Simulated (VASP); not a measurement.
# LaB6 (Pm-3m) in VASP: settings compared, part 2 of 2

VASP 6.6.1. The steps go on from the part before.

## Step 3: Relaxation of cell and atoms, PBEsol

This run uses another cell than the first one, of 10.26 Å³/atom, 1.003 times its volume.

Input file INCAR:

```
SYSTEM = LaB6
PREC = Accurate ; ENCUT = 600
EDIFF = 1E-6 ; ISMEAR = 1
SIGMA = 0.1 ; LREAL = .False.
LASPH = .True. ; NELM = 80
ALGO = Normal ; ISIF = 3
LWAVE = .False. ; LCHARG = .False.
GGA = PS ; IBRION = 2
NSW = 90 ; EDIFFG = -0.01
KPAR = 2
```

Input file KPOINTS:

```
Automatic mesh
0
Gamma
  10 10 10
  0 0 0
```

Input file POSCAR:

```
LaB6
1.0
    4.1570000000      0.0000000000      0.0000000000
    0.0000000000      4.1570000000      0.0000000000
    0.0000000000      0.0000000000      4.1570000000
La B
1 6
Direct
    0.0000000000      0.0000000000      0.0000000000
    0.1975000000      0.5000000000      0.5000000000
    0.5000000000      0.1975000000      0.5000000000
    0.8025000000      0.5000000000      0.5000000000
    0.5000000000      0.8025000000      0.5000000000
    0.5000000000      0.5000000000      0.1975000000
    0.5000000000      0.5000000000      0.8025000000
```

Potentials or basis: VASP PAW PBE potentials, release 64 (La, B).

On the command line:

```sh
> cat potpaw_PBE.64/La/POTCAR potpaw_PBE.64/B/POTCAR > POTCAR
> mpirun -np 2 vasp_std > vasp.out
```

OUTCAR:

```text
SYSTEM = LaB6
   PREC = Accurate
   ENCUT = 600
   EDIFF = 1E-6
   ISMEAR = 1
   LREAL = .False.
   LASPH = .True.
   NELM = 80
   ISIF = 3
   GGA = PS
   IBRION = 2
   NSW = 90
   EDIFFG = -0.01

 ion  position               nearest neighbor table
   1  0.000  0.000  0.000-
   2  0.197  0.500  0.500-   4 1.64   3 1.78   5 1.78   6 1.78   7 1.78
   3  0.500  0.197  0.500-   5 1.64   4 1.78   2 1.78   6 1.78   7 1.78
   4  0.803  0.500  0.500-   2 1.64   3 1.78   5 1.78   6 1.78   7 1.78
   5  0.500  0.803  0.500-   3 1.64   2 1.78   4 1.78   6 1.78   7 1.78
   6  0.500  0.500  0.197-   7 1.64   3 1.78   4 1.78   5 1.78   2 1.78
   7  0.500  0.500  0.803-   6 1.64   3 1.78   4 1.78   5 1.78   2 1.78

  LATTYP: Found a simple cubic cell.
 ALAT       =     4.1570000000

  Lattice vectors:

 A1 = (   4.1570000000,   0.0000000000,   0.0000000000)
 A2 = (   0.0000000000,   4.1570000000,   0.0000000000)
 A3 = (   0.0000000000,   0.0000000000,   4.1570000000)

Analysis of symmetry for initial positions (statically):
=====================================================================
 Subroutine PRICEL returns:
 Original cell was already a primitive cell.

 Routine SETGRP: Setting up the symmetry group for a
 simple cubic supercell.

 Subroutine GETGRP returns: Found 48 space group operations
 (whereof 48 operations were pure point group operations)
 out of a pool of 48 trial point group operations.

The static configuration has the point symmetry O_h .

Analysis of symmetry for dynamics (positions and initial velocities):
=====================================================================
 Subroutine PRICEL returns:
 Original cell was already a primitive cell.

 Routine SETGRP: Setting up the symmetry group for a
 simple cubic supercell.

 Subroutine GETGRP returns: Found 48 space group operations
 (whereof 48 operations were pure point group operations)
 out of a pool of 48 trial point group operations.

The dynamic configuration has the point symmetry O_h .

 Subroutine INISYM returns: Found 48 space group operations
 (whereof 48 operations are pure point group operations),
 and found     1 'primitive' translations

----------------------------------------------------------------------------------------

                                     Primitive cell

  volume of cell :      71.8357

  direct lattice vectors                    reciprocal lattice vectors
     4.157000000  0.000000000  0.000000000     0.240558095  0.000000000  0.000000000
     0.000000000  4.157000000  0.000000000     0.000000000  0.240558095  0.000000000
     0.000000000  0.000000000  4.157000000     0.000000000  0.000000000  0.240558095

  length of vectors
     4.157000000  4.157000000  4.157000000     0.240558095  0.240558095  0.240558095

  position of ions in fractional coordinates (direct lattice)
     0.000000000  0.000000000  0.000000000
     0.197500000  0.500000000  0.500000000
     0.500000000  0.197500000  0.500000000
     0.802500000  0.500000000  0.500000000
     0.500000000  0.802500000  0.500000000
     0.500000000  0.500000000  0.197500000
     0.500000000  0.500000000  0.802500000

  ion indices of the primitive-cell ions
   primitive index   ion index
                 1           1
[... 39 lines left out ...]
  0.400000  0.000000  0.000000      6.000000
  0.500000  0.000000  0.000000      3.000000
[... 16 lines left out ...]
  0.200000  0.100000  0.100000     24.000000
  0.300000  0.100000  0.100000     24.000000
 [... further k-points ...]
   k-points           NKPTS =     56   k-points in BZ     NKDIM =     56   number of bands    NBANDS=     18
   number of dos      NEDOS =    301   number of ions     NIONS =      7
   total plane-waves  NPLWV =  46656
   dimension x,y,z NGX =    36 NGY =   36 NGZ =   36
   dimension x,y,z NGXF=    72 NGYF=   72 NGZF=   72
   ions per type =               1   6
   NGX,Y,Z   is equivalent  to a cutoff of  14.40, 14.40, 14.40 a.u.
   NGXF,Y,Z  is equivalent  to a cutoff of  28.79, 28.79, 28.79 a.u.
 SYSTEM =  LaB6
   PREC   = accura    normal or accurate (medium, high low for compatibility)
   ISTART =      0    job   : 0-new  1-cont  2-samecut
   ICHARG =      2    charge: 1-file 2-atom 10-const
   ISPIN  =      1    spin polarized calculation?
   LNONCOLLINEAR =      F non collinear calculations
   LSORBIT =      F    spin-orbit coupling
   LASPH  =      T    aspherical Exc in radial PAW
   ENCUT  =  600.0 eV  44.10 Ry    6.64 a.u.   8.30  8.30  8.30*2*pi/ulx,y,z
   NELM   =     80;   NELMIN=  2; NELMDL= -5     # of ELM steps
   EDIFF  = 0.1E-05   stopping-criterion for ELM
   LREAL  =      F    real-space projection
   EDIFFG = -.1E-01   stopping-criterion for IOM
   NSW    =     90    number of steps for IOM
   IBRION =      2    ionic relax: 0-MD 1-quasi-New 2-CG
   NFREE  =      1    steps in history (QN), initial steepest desc. (CG)
   ISIF   =      3    stress and relaxation
   ISYM   =      2    0-nonsym 1-usesym 2-fastsym
   POTIM  = 0.5000    time-step for ionic-motion
   TEBEG  =    0.0;   TEEND  =   0.0 temperature during run
   PSTRESS=    0.0 pullay stress
   NELECT =      29.0000    total number of electrons
   NUPDOWN=      -1.0000    fix difference up-down
   EMIN   =  10.00;   EMAX   =-10.00  energy-range for DOS
   EFERMI =   0.00;   METHOD = LEGACY
   ISMEAR =     1;   SIGMA  =   0.10  broadening in eV -4-tet -1-fermi 0-gaus
   EFERMI_NEDOS =   21; number of points for ismear=-14 and -15
   IALGO  =     38    algorithm
   IMIX   =      4    mixing-type and parameters
     AMIX     =   0.40;   BMIX     =  1.00
     AMIX_MAG =   1.60;   BMIX_MAG =  1.00
  volume/ion in A,a.u.               =      10.26        69.25
  Fermi-wavevector in a.u.,A,eV,Ry     =   1.209932  2.286439 19.918037  1.463934
  Thomas-Fermi vector in A             =   2.345494
   LORBIT       =      0    0 simple, 1 ext, 2 COOP (PROOUT), +10 PAW based schemes
   GGA     = PS    functional components
   LHFCALC =     F    Hartree Fock is set to
   AEXX    =    0.0000 exact exchange contribution
   IVDW    =     0    specifies the selected vdW correction
   LEPSILON=     F    determine dielectric tensor
   LRPA    =     F    only Hartree local field effects (RPA)
 conjugate gradient relaxation of ions
 non-spin polarized calculation
 Methfessel and Paxton  Order N= 1 SIGMA  =   0.10
  energy-cutoff  :      600.00
  volume of cell :       71.84
 maximum number of plane-waves:      2440
 NGX is ok and might be reduce to    36
   NGX = 17   NGY = 17   NGZ = 17

--------------------------------------- Ionic step        1  -------------------------------------------

 number of electron      29.0000000 magnetization

 Free energy of the ion-electron system (eV)
  ---------------------------------------------------
  ext. energy  EPLUGINS =         0.00000000
  ---------------------------------------------------
  free energy    TOTEN  =       -51.50101878 eV

  energy without entropy =      -51.50095326  energy(sigma->0) =      -51.50099694

------------------------ aborting loop because EDIFF is reached ----------------------------------------

  FORCE on cell =-STRESS in cart. coord.  units (eV):
  Direction    XX          YY          ZZ          XY          YZ          ZX
  --------------------------------------------------------------------------------------
  -------------------------------------------------------------------------------------
  Total       -1.6679073     -1.6679073     -1.6679073      0.0000000      0.0000000      0.0000000
  in kB      -37.1999560    -37.1999560    -37.1999560      0.0000000      0.0000000      0.0000000
  external PRESSURE =     -37.1999560 kB  Pullay stress =       0.0000000 kB
[... 192 lines left out ...]
--------------------------------------- Ionic step        6  -------------------------------------------

 number of electron      28.9999999 magnetization

 Free energy of the ion-electron system (eV)
  ---------------------------------------------------
  ext. energy  EPLUGINS =         0.00000000
  ---------------------------------------------------
  free energy    TOTEN  =       -51.53279724 eV

  energy without entropy =      -51.53269541  energy(sigma->0) =      -51.53276329

 E-fermi :   8.6185     XC(G=0): -11.4488

 val. band max:        8.5188093968   @ k =   0.2000   0.2000   0.0000
 cond. band min:       8.6416880083   @ k =   0.4000   0.3000   0.1000
 fundamental gap:      0.1228786116
 Fermi energy:         8.6184835319

 k-point     1 :       0.0000    0.0000    0.0000
  band No.  band energies     occupation
      1     -24.3084      2.00000
      2      -8.0615      2.00000
      3      -8.0615      2.00000
      4      -8.0615      2.00000
      5      -6.9721      2.00000
      6       0.6486      2.00000
[... 481 lines left out ...]
      5      -6.2490      2.00000
      6      -1.2694      2.00000
[... 10 lines left out ...]
     17      10.0809     -0.00000
     18      10.6024     -0.00000

 [... further k-points ...]
[... 5 lines left out ...]
  --------------------------------------------------------------------------------------
  -------------------------------------------------------------------------------------
  Total        0.0151796      0.0151796      0.0151796      0.0000000      0.0000000     -0.0000000
  in kB        0.3451246      0.3451246      0.3451246      0.0000000      0.0000000     -0.0000000
  external PRESSURE =       0.3451246 kB  Pullay stress =       0.0000000 kB
[... 22 lines left out ...]
  FREE ENERGIE OF THE ION-ELECTRON SYSTEM (eV)
  ---------------------------------------------------
  free  energy   TOTEN  =       -51.5327972365 eV

  energy  without entropy=      -51.5326954057  energy(sigma->0) =      -51.53276329

 reached required accuracy - stopping structural energy minimisation
```

Wall time 3 min (2 MPI ranks of Intel Xeon Platinum 8488C (Sapphire Rapids), shared host); peak memory 0.27 GiB.

Results:

- Free energy: -51.5328 eV
- Relaxed volume: 10.07 Å³/atom
- Relaxed cell: a = 4.130 Å, b = 4.130 Å, c = 4.130 Å, α = 90.00°, β = 90.00°, γ = 90.00°
- Space group after relaxing (to 0.05 Å): Pm-3m (No. 221)
- Energy gained by relaxing: 4.5 meV/atom
- Ionic steps: 6
- Pressure after relaxing: 0.0 GPa
- Largest force after relaxing: 0.008 eV/Å
- Band gap on the k mesh: none (metal or under the smearing width)

Forces on the atoms (eV/Å):
```
La   0.000  0.000  0.000
B   -0.008  0.000  0.000
B    0.000 -0.008  0.000
B    0.008  0.000  0.000
B    0.000  0.008  0.000
B    0.000  0.000 -0.008
B    0.000  0.000  0.008
```

The path:
```tsv
step	energy change (eV)	largest force (eV/Å)	pressure (GPa)	volume (Å³)
1	0.0000	0.6079	-3.72	71.84
2	0.0724	1.4668	4.41	69.39
3	-0.0296	0.0885	-1.13	70.95
4	-0.0296	0.1029	-1.08	70.94
5	-0.0311	0.0480	0.68	70.21
6	-0.0318	0.0080	0.03	70.47
```

Final structure:
```cif
data_structure
_symmetry_space_group_name_H-M 'P 1'
_symmetry_Int_Tables_number 1
_cell_length_a 4.1305
_cell_length_b 4.1305
_cell_length_c 4.1305
_cell_angle_alpha 90.000
_cell_angle_beta 90.000
_cell_angle_gamma 90.000
_cell_volume 70.47
loop_
_atom_site_label
_atom_site_type_symbol
_atom_site_fract_x
_atom_site_fract_y
_atom_site_fract_z
_atom_site_occupancy
La1 La 0.00000 0.00000 0.00000 1
B1 B 0.19958 0.50000 0.50000 1
B2 B 0.50000 0.19958 0.50000 1
B3 B 0.80042 0.50000 0.50000 1
B4 B 0.50000 0.80042 0.50000 1
B5 B 0.50000 0.50000 0.19958 1
B6 B 0.50000 0.50000 0.80042 1
```

Caveat: the PAW data sets were made with another functional, which shifts forces and pressure a little.

## Step 4: Relaxation of cell and atoms, PBEsol

This run uses another cell than the first one, of 10.07 Å³/atom, 0.984 times its volume.

Input file INCAR:

```
SYSTEM = LaB6
PREC = Accurate ; ENCUT = 600
EDIFF = 1E-7 ; ISMEAR = 1
SIGMA = 0.1 ; LREAL = .False.
LASPH = .True. ; NELM = 80
ALGO = Normal ; ISIF = 3
LWAVE = .False. ; LCHARG = .False.
GGA = PS ; IBRION = 2
NSW = 90 ; EDIFFG = -0.005
KPAR = 2
```

KPOINTS is that of step 3.

Input file POSCAR:

```
LaB6                                    
1.0
    4.1304617834      0.0000000000     -0.0000000000
   -0.0000000000      4.1304617834      0.0000000000
    0.0000000000      0.0000000000      4.1304617834
  La              B             
     1     6
Direct
     0.0000000000000000    1.0000000000000000    0.0000000000000000
     0.1995771547482585    0.5000000000000000    0.5000000000000000
     0.5000000000000000    0.1995771547482585    0.5000000000000000
     0.8004228452517416    0.5000000000000000    0.5000000000000000
     0.5000000000000000    0.8004228452517416    0.5000000000000000
     0.5000000000000000    0.5000000000000000    0.1995771547482585
     0.5000000000000000    0.5000000000000000    0.8004228452517416
```

On the command line:

```sh
> cat potpaw_PBE.64/La/POTCAR potpaw_PBE.64/B/POTCAR > POTCAR
> mpirun -np 2 vasp_std > vasp.out
```

It took 85 s on 2 MPI ranks of Intel Xeon Platinum 8488C (Sapphire Rapids), shared host; peak memory 0.26 GiB.

It converged, with:

| Item | Value |
| --- | --- |
| Free energy | -51.5321 eV |
| Energy gained by relaxing | 0.0 meV/atom |
| Ionic steps | 3 |
| Pressure after relaxing | 0.0 GPa |
| Band gap on the k mesh | none (metal or under the smearing width) |

Final structure:
```
La B
1.0
     4.13058    0.00000    0.00000
     0.00000    4.13058    0.00000
     0.00000    0.00000    4.13058
La B
1 6
Direct
  0.00000 0.00000 0.00000
  0.19955 0.50000 0.50000
  0.50000 0.19955 0.50000
  0.80045 0.50000 0.50000
  0.50000 0.80045 0.50000
  0.50000 0.50000 0.19955
  0.50000 0.50000 0.80045
```

Levels at points of the mesh, in eV from the Fermi level:
```tsv
k point	band 12	band 13	band 14	band 15	band 16	band 17
(0.00, 0.00, 0.00)	-1.85	-1.85	-1.85	0.24	0.24	0.24
(0.50, 0.00, 0.00)	-3.45	-3.16	-2.55	-1.45	1.59	1.62
(0.50, 0.50, 0.00)	-4.49	-2.86	-2.86	1.09	1.09	2.12
(0.50, 0.50, 0.50)	-2.36	-2.36	-2.36	1.59	1.91	1.91
```

Caveat: the PAW data sets were made with another functional, which shifts forces and pressure a little. The run has no spin-orbit coupling, so splittings on La are missing.
